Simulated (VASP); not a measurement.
# SnTe (Fm-3m) in VASP: a series of runs

SnTe is run at these levels: PBEsol, PBE, LDA; tasks: single point.

All numbers are computed with VASP 6.6.1; they aren't measurements. Logs are shortened: lines on timing, memory, paths and dates and some standing lists are left out, and cuts for length are marked.

**Experimental background.**

A printed reference work, textbook reports, for a bulk crystal of SnTe at 300 K: band gap 0.18 eV (direct).

The results are compared with them further down.

### 1 The cell of the first run

Symmetry: Fm-3m, No. 225, cubic system. Conventional cell: a = 6.302 Å, b = 6.302 Å, c = 6.302 Å, α = 90.00°, β = 90.00°, γ = 90.00°. Te (site symmetry m-3m) has 6 Sn at 3.15 Å within 4.1 Å. Sn (site symmetry m-3m) has 6 Te at 3.15 Å within 4.1 Å.

### 2 Single point, PBEsol

Contents of INCAR:

```
SYSTEM = SnTe
PREC = Accurate
ENCUT = 520
EDIFF = 1E-6
ISMEAR = -1
SIGMA = 0.05
LREAL = .False.
LASPH = .True.
NELM = 100
ALGO = Normal
ISIF = 2
LWAVE = .False.
LCHARG = .False.
GGA = PS
NBANDS = 17
```

Contents of KPOINTS:

```
regular mesh
0
Gamma
  6 6 6
  0 0 0
```

Contents of POSCAR:

```
SnTe
1.0
    0.0000000000      3.1508500000      3.1508500000
    3.1508500000      0.0000000000      3.1508500000
    3.1508500000      3.1508500000      0.0000000000
Te Sn
1 1
Direct
    0.5000000000      0.5000000000      0.5000000000
    0.0000000000      0.0000000000      0.0000000000
```

Potentials or basis: VASP PAW PBE potentials, release 64 (Te, Sn_d).

On the command line:

```
$ cat potpaw_PBE.64/Te/POTCAR potpaw_PBE.64/Sn_d/POTCAR > POTCAR
$ mpirun -np 1 vasp_std > vasp.out
```

OUTCAR:

```text
SYSTEM = SnTe
   PREC = Accurate
   ENCUT = 520
   EDIFF = 1E-6
   ISMEAR = -1
   LREAL = .False.
   LASPH = .True.
   NELM = 100
   ISIF = 2
   GGA = PS

 ion  position               nearest neighbor table
   1  0.500  0.500  0.500-   2 3.15   2 3.15   2 3.15   2 3.15   2 3.15   2 3.15
   2  0.000  0.000  0.000-   1 3.15   1 3.15   1 3.15   1 3.15   1 3.15   1 3.15

  LATTYP: Found a face centered cubic cell.
 ALAT       =     6.3017000000

  Lattice vectors:

 A1 = (   0.0000000000,   3.1508500000,   3.1508500000)
 A2 = (   3.1508500000,   0.0000000000,   3.1508500000)
 A3 = (   3.1508500000,   3.1508500000,   0.0000000000)

Analysis of symmetry for initial positions (statically):
=====================================================================
 Subroutine PRICEL returns:
 Original cell was already a primitive cell.

 Routine SETGRP: Setting up the symmetry group for a
 face centered cubic supercell.

 Subroutine GETGRP returns: Found 48 space group operations
 (whereof 48 operations were pure point group operations)
 out of a pool of 48 trial point group operations.

The static configuration has the point symmetry O_h .

Analysis of symmetry for dynamics (positions and initial velocities):
=====================================================================
 Subroutine PRICEL returns:
 Original cell was already a primitive cell.

 Routine SETGRP: Setting up the symmetry group for a
 face centered cubic supercell.

 Subroutine GETGRP returns: Found 48 space group operations
 (whereof 48 operations were pure point group operations)
 out of a pool of 48 trial point group operations.

The dynamic configuration has the point symmetry O_h .

 Subroutine INISYM returns: Found 48 space group operations
 (whereof 48 operations are pure point group operations),
 and found     1 'primitive' translations

----------------------------------------------------------------------------------------

                                     Primitive cell

  volume of cell :      62.5624

  direct lattice vectors                    reciprocal lattice vectors
     0.000000000  3.150850000  3.150850000    -0.158687338  0.158687338  0.158687338
     3.150850000  0.000000000  3.150850000     0.158687338 -0.158687338  0.158687338
     3.150850000  3.150850000  0.000000000     0.158687338  0.158687338 -0.158687338

  length of vectors
     4.455974803  4.455974803  4.455974803     0.274854533  0.274854533  0.274854533

  position of ions in fractional coordinates (direct lattice)
     0.500000000  0.500000000  0.500000000
     0.000000000  0.000000000  0.000000000

  ion indices of the primitive-cell ions
   primitive index   ion index
                 1           1
                 2           2

----------------------------------------------------------------------------------------

 KPOINTS: regular mesh

Automatic generation of k-mesh.
 Grid dimensions read from file:
 generate k-points for:    6    6    6

 Generating k-lattice:

  Cartesian coordinates                     Fractional coordinates (reciprocal lattice)
    -0.026447890  0.026447890  0.026447890     0.166666667  0.000000000  0.000000000
     0.026447890 -0.026447890  0.026447890     0.000000000  0.166666667  0.000000000
     0.026447890  0.026447890 -0.026447890     0.000000000  0.000000000  0.166666667

  Length of vectors
     0.045809089  0.045809089  0.045809089

  Shift w.r.t. Gamma in fractional coordinates (k-lattice)
     0.000000000  0.000000000  0.000000000

 Subroutine IBZKPT returns following result:
 ===========================================

 Found     16 irreducible k-points:

 Following reciprocal coordinates:
            Coordinates               Weight
  0.000000  0.000000  0.000000      1.000000
  0.166667  0.000000  0.000000      8.000000
  0.333333  0.000000  0.000000      8.000000
  0.500000  0.000000  0.000000      4.000000
  0.166667  0.166667  0.000000      6.000000
  0.333333  0.166667  0.000000     24.000000
[... 8 lines left out ...]
 -0.333333  0.333333  0.166667     24.000000
 -0.333333  0.500000  0.166667     12.000000
   k-points           NKPTS =     16   k-points in BZ     NKDIM =     16   number of bands    NBANDS=     17
   number of dos      NEDOS =    301   number of ions     NIONS =      2
   total plane-waves  NPLWV =  46656
   dimension x,y,z NGX =    36 NGY =   36 NGZ =   36
   dimension x,y,z NGXF=    72 NGYF=   72 NGZF=   72
   ions per type =               1   1
   NGX,Y,Z   is equivalent  to a cutoff of  13.43, 13.43, 13.43 a.u.
   NGXF,Y,Z  is equivalent  to a cutoff of  26.86, 26.86, 26.86 a.u.
 SYSTEM =  SnTe
   PREC   = accura    normal or accurate (medium, high low for compatibility)
   ISTART =      0    job   : 0-new  1-cont  2-samecut
   ICHARG =      2    charge: 1-file 2-atom 10-const
   ISPIN  =      1    spin polarized calculation?
   LNONCOLLINEAR =      F non collinear calculations
   LSORBIT =      F    spin-orbit coupling
   LASPH  =      T    aspherical Exc in radial PAW
   ENCUT  =  520.0 eV  38.22 Ry    6.18 a.u.   8.29  8.29  8.29*2*pi/ulx,y,z
   NELM   =    100;   NELMIN=  2; NELMDL= -5     # of ELM steps
   EDIFF  = 0.1E-05   stopping-criterion for ELM
   LREAL  =      F    real-space projection
   EDIFFG = 0.1E-04   stopping-criterion for IOM
   NSW    =      0    number of steps for IOM
   IBRION =     -1    ionic relax: 0-MD 1-quasi-New 2-CG
   NFREE  =      0    steps in history (QN), initial steepest desc. (CG)
   ISIF   =      2    stress and relaxation
   ISYM   =      2    0-nonsym 1-usesym 2-fastsym
   POTIM  = 0.5000    time-step for ionic-motion
   TEBEG  =    0.0;   TEEND  =   0.0 temperature during run
   PSTRESS=    0.0 pullay stress
   NELECT =      20.0000    total number of electrons
   NUPDOWN=      -1.0000    fix difference up-down
   EMIN   =  10.00;   EMAX   =-10.00  energy-range for DOS
   EFERMI =   0.00;   METHOD = LEGACY
   ISMEAR =    -1;   SIGMA  =   0.05  broadening in eV -4-tet -1-fermi 0-gaus
   EFERMI_NEDOS =   21; number of points for ismear=-14 and -15
   IALGO  =     38    algorithm
   IMIX   =      4    mixing-type and parameters
     AMIX     =   0.40;   BMIX     =  1.00
     AMIX_MAG =   1.60;   BMIX_MAG =  1.00
  volume/ion in A,a.u.               =      31.28       211.10
  Fermi-wavevector in a.u.,A,eV,Ry     =   1.119387  2.115336 17.048485  1.253028
  Thomas-Fermi vector in A             =   2.256026
   LORBIT       =      0    0 simple, 1 ext, 2 COOP (PROOUT), +10 PAW based schemes
   GGA     = PS    functional components
   LHFCALC =     F    Hartree Fock is set to
   AEXX    =    0.0000 exact exchange contribution
   IVDW    =     0    specifies the selected vdW correction
   LEPSILON=     F    determine dielectric tensor
   LRPA    =     F    only Hartree local field effects (RPA)
 non-spin polarized calculation
  energy-cutoff  :      520.00
  volume of cell :       62.56
 maximum number of plane-waves:      1700
 NGX is ok and might be reduce to    36
   NGX = 17   NGY = 17   NGZ = 17

 number of electron      19.9999998 magnetization

 Free energy of the ion-electron system (eV)
  ---------------------------------------------------
  ext. energy  EPLUGINS =         0.00000000
  ---------------------------------------------------
  free energy    TOTEN  =        -8.34132013 eV

  energy without entropy =       -8.33943955  energy(sigma->0) =       -8.34037984

 E-fermi :   6.8197     XC(G=0):  -9.6565

 val. band max:        6.7489207159   @ k =   0.5000   0.0000   0.0000
 cond. band min:       6.8911378925   @ k =   0.5000   0.0000   0.0000
 fundamental gap:      0.1422171766
 Fermi energy:         6.8197234130

 k-point     1 :       0.0000    0.0000    0.0000
  band No.  band energies     occupation
      1     -14.9934      2.00000
      2     -14.9934      2.00000
      3     -14.9861      2.00000
      4     -14.9861      2.00000
      5     -14.9861      2.00000
      6      -6.0188      2.00000
[... 9 lines left out ...]
     16      11.5175      0.00000
     17      13.4871      0.00000

 k-point     2 :       0.1667    0.0000    0.0000
  band No.  band energies     occupation
      1     -14.9945      2.00000
      2     -14.9945      2.00000
      3     -14.9857      2.00000
      4     -14.9846      2.00000
      5     -14.9846      2.00000
      6      -5.7868      2.00000
[... 9 lines left out ...]
     16      12.0787      0.00000
     17      15.2199      0.00000

 k-point     3 :       0.3333    0.0000    0.0000
  band No.  band energies     occupation
      1     -14.9972      2.00000
      2     -14.9972      2.00000
      3     -14.9849      2.00000
      4     -14.9809      2.00000
      5     -14.9809      2.00000
      6      -5.1820      2.00000
[... 9 lines left out ...]
     16      13.6064      0.00000
     17      17.4075      0.00000

 k-point     4 :       0.5000    0.0000    0.0000
  band No.  band energies     occupation
      1     -14.9987      2.00000
      2     -14.9986      2.00000
      3     -14.9845      2.00000
      4     -14.9790      2.00000
      5     -14.9790      2.00000
      6      -4.7315      2.00000
[... 9 lines left out ...]
     16      15.6399      0.00000
     17      15.6399      0.00000
[... 183 lines left out ...]
      1     -15.0034      2.00000
      2     -14.9935      2.00000
      3     -14.9858      2.00000
      4     -14.9795      2.00000
      5     -14.9780      2.00000
      6      -4.7546      2.00000
[... 9 lines left out ...]
     16      15.1360      0.00000
     17      15.8154      0.00000

 k-point    15 :      -0.3333    0.3333    0.1667
  band No.  band energies     occupation
      1     -15.0038      2.00000
      2     -14.9947      2.00000
      3     -14.9828      2.00000
      4     -14.9819      2.00000
      5     -14.9765      2.00000
      6      -4.4465      2.00000
[... 9 lines left out ...]
     16      16.6527      0.00000
     17      16.7270      0.00000

 k-point    16 :      -0.3333    0.5000    0.1667
  band No.  band energies     occupation
      1     -15.0074      2.00000
      2     -14.9919      2.00000
      3     -14.9864      2.00000
      4     -14.9789      2.00000
      5     -14.9750      2.00000
      6      -4.3619      2.00000
[... 9 lines left out ...]
     16      16.8927      0.00000
     17      17.9926      0.00000

------------------------ aborting loop because EDIFF is reached ----------------------------------------

  FORCE on cell =-STRESS in cart. coord.  units (eV):
  Direction    XX          YY          ZZ          XY          YZ          ZX
  --------------------------------------------------------------------------------------
  -------------------------------------------------------------------------------------
  Total       -0.1309277     -0.1309277     -0.1309277     -0.0000000      0.0000000      0.0000000
  in kB       -3.3529644     -3.3529644     -3.3529644     -0.0000000      0.0000000      0.0000000
  external PRESSURE =      -3.3529644 kB  Pullay stress =       0.0000000 kB

 VOLUME and BASIS-vectors are now :
 -----------------------------------------------------------------------------
  energy-cutoff  :      520.00
  volume of cell :       62.56
      direct lattice vectors                 reciprocal lattice vectors
     0.000000000  3.150850000  3.150850000    -0.158687338  0.158687338  0.158687338
     3.150850000  0.000000000  3.150850000     0.158687338 -0.158687338  0.158687338
     3.150850000  3.150850000  0.000000000     0.158687338  0.158687338 -0.158687338

 POSITION                                       TOTAL-FORCE (eV/Angst)
 -----------------------------------------------------------------------------------
      3.15085      3.15085      3.15085        -0.000000      0.000000      0.000000
      0.00000      0.00000      0.00000         0.000000     -0.000000      0.000000
 -----------------------------------------------------------------------------------
    total drift:                               -0.000000      0.000000      0.000000

  FREE ENERGIE OF THE ION-ELECTRON SYSTEM (eV)
  ---------------------------------------------------
  free  energy   TOTEN  =        -8.3413201310 eV

  energy  without entropy=       -8.3394395530  energy(sigma->0) =       -8.34037984
```

Wall time 28 s (1 thread of AMD EPYC 7R43 (Zen 3), shared host); peak memory 0.17 GiB.

What came out:

| Property | Result |
| --- | --- |
| Free energy | -8.3413 eV |
| Pressure | -0.3 GPa |
| Band gap on the k mesh | 0.14 eV, direct |

Caveat: the PAW data sets were made with another functional, which shifts forces and pressure a little; spin-orbit coupling is left out, which moves the levels of the heavy elements.

### 3 Single point, PBE

Contents of INCAR:

```
SYSTEM = SnTe
ALGO = Normal ; EDIFF = 1E-6
ENCUT = 520 ; GGA = PE
ISIF = 2 ; ISMEAR = -1
LASPH = .True. ; LCHARG = .False.
LREAL = .False. ; LWAVE = .False.
NBANDS = 17 ; NELM = 100
PREC = Accurate ; SIGMA = 0.05
```

Contents of KPOINTS:

```
k-points
0
Gamma
  5 5 5
  0 0 0
```

POSCAR is that of step 2.

Potentials or basis: VASP PAW PBE potentials, release 64 (Te, Sn_d).

On the command line:

```
$ cat potpaw_PBE.64/Te/POTCAR potpaw_PBE.64/Sn_d/POTCAR > POTCAR
$ mpirun -np 1 vasp_std > vasp.out
```

Run time: 18 s. Hardware: 1 thread of AMD EPYC 7R43 (Zen 3), shared host; peak memory 0.16 GiB.

The run converged. Its results:

```
Free energy : -7.5475 eV
Pressure    : 2.2 GPa
```

Levels at points of the mesh, in eV from the Fermi level:
```csv
k point,band 7,band 8,band 9,band 10,band 11,band 12,band 13,band 14
"(0.00, 0.00, 0.00)",-4.79,-2.25,-2.25,-2.25,3.24,3.24,3.24,4.65
```

Caveat: this odd mesh misses L, where the gap lies, so gap, dielectric constants and Born charges aren't listed; spin-orbit coupling is left out, which moves the levels of the heavy elements.

### 4 Single point, LDA

This run uses another cell than the first one, of 29.40 Å³/atom, 0.940 times its volume.

Contents of INCAR:

```
PREC = Accurate
ENCUT = 520
EDIFF = 1E-7
ISMEAR = -1
SIGMA = 0.05
LREAL = F
LASPH = T
NELM = 60
ALGO = Normal
ISIF = 2
LWAVE = F
LCHARG = T
LELF = T
LVHAR = T
NBANDS = 17
```

Contents of KPOINTS:

```
regular mesh
0
Gamma
  7 7 7
```

Contents of POSCAR:

```
SnTe
1.0
    0.0000000000      3.0865288906      3.0865288906
    3.0865288906      0.0000000000      3.0865288906
    3.0865288906      3.0865288906      0.0000000000
Te Sn
1 1
Direct
    0.5000000000      0.5000000000      0.5000000000
    0.0000000000      0.0000000000      0.0000000000
```

Potentials or basis: VASP PAW LDA potentials, release 64 (Te, Sn_d).

On the command line:

```
$ cat potpaw_LDA.64/Te/POTCAR potpaw_LDA.64/Sn_d/POTCAR > POTCAR
$ mpirun -np 1 vasp_std > vasp.out
```

It took 20 s on 1 thread of AMD EPYC 7R43 (Zen 3), shared host; peak memory 0.13 GiB.

Results (log left out):

```
Free energy : -8.8300 eV
Pressure    : 1.6 GPa
```

Levels at points of the mesh, in eV from the Fermi level:
```csv
k point,band 7,band 8,band 9,band 10,band 11,band 12,band 13,band 14
"(0.00, 0.00, 0.00)",-4.57,-2.33,-2.33,-2.33,3.38,3.38,3.38,4.63
```

Caveat: this odd mesh misses L, where the gap lies, so gap, dielectric constants and Born charges aren't listed; spin-orbit coupling is left out, which moves the levels of the heavy elements.

### 5 The runs side by side

```csv
level,potentials or basis,cell,k mesh,pressure (GPa)
PBEsol,"VASP PAW PBE potentials, release 64 (Te, Sn_d)","a = 4.456 Å, angles 60.0°, 2 atoms",6 × 6 × 6,-0.3
PBE,"VASP PAW PBE potentials, release 64 (Te, Sn_d)","a = 4.456 Å, angles 60.0°, 2 atoms",5 × 5 × 5,2.2
LDA,"VASP PAW LDA potentials, release 64 (Te, Sn_d)","a = 4.365 Å, angles 60.0°, 2 atoms",7 × 7 × 7,1.6
```

Alike in all rows: task single point; no spin polarisation; cutoff (eV) 520; smearing fermi-dirac 0.05 eV.

Caveats: spin-orbit coupling is left out, which moves the levels of the heavy elements; the PAW data sets were made with another functional, which shifts forces and pressure a little (some runs).

Absolute energies hang on the potentials; compare differences alone.

### 6 How close it comes

Step 2. A measured gap of SnTe is 0.18 eV (direct; 300 K; a printed reference work, textbook); the calculated 0.14 eV misses it by -0.04 eV. Spin-orbit coupling on Sn, Te is left out. The value is that of PBEsol on a finite k mesh, which can miss the band edges, without temperature or zero-point motion. Semilocal functionals fall short of measured gaps as a rule.
